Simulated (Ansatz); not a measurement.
Crystal: In.

```
In
1.0
    -1.62547    1.62547    2.47370
     1.62547   -1.62547    2.47370
     1.62547    1.62547   -2.47370
In
1
Direct
  0.00000 0.00000 0.00000
```

| Property | Result |
| --- | --- |
| Program | Ansatz 0.2.0 |
| Task | single point |
| Functional | PBE |
| Potentials or basis | all-electron LAPW, scalar-relativistic |
| Cutoff | 179 eV (chosen from the basis error) |
| Basis error allowed | 0.001 eV/atom |
| k mesh | 11 × 11 × 11 |
| Occupations | fermi-dirac, width 0.05 eV |
| Spin | no spin polarisation |

On this cell: pressure 2.0 GPa; band gap on the k mesh none (metal or under the smearing width).

The same run follows on a disturbed copy (cell strained at random at fixed volume):

```xyz
1
Lattice="-1.6430 1.5768 2.4321 1.6580 -1.6318 2.4781 1.6520 1.6408 -2.4682" Properties=species:S:1:pos:R:3 pbc="T T T"
In    0.0192   -0.0186   -0.0129
```

Problem. What does the disturbed cell give?

Solution. The energy (extrapolated to zero smearing) moves by +1.6 meV/atom; pressure 2.1 GPa; band gap on the k mesh none (metal or under the smearing width).

Stress tensor (GPa, compression positive):
```
 1.77 -0.01 -0.03
-0.01  2.91  0.28
-0.03  0.28  1.52
```
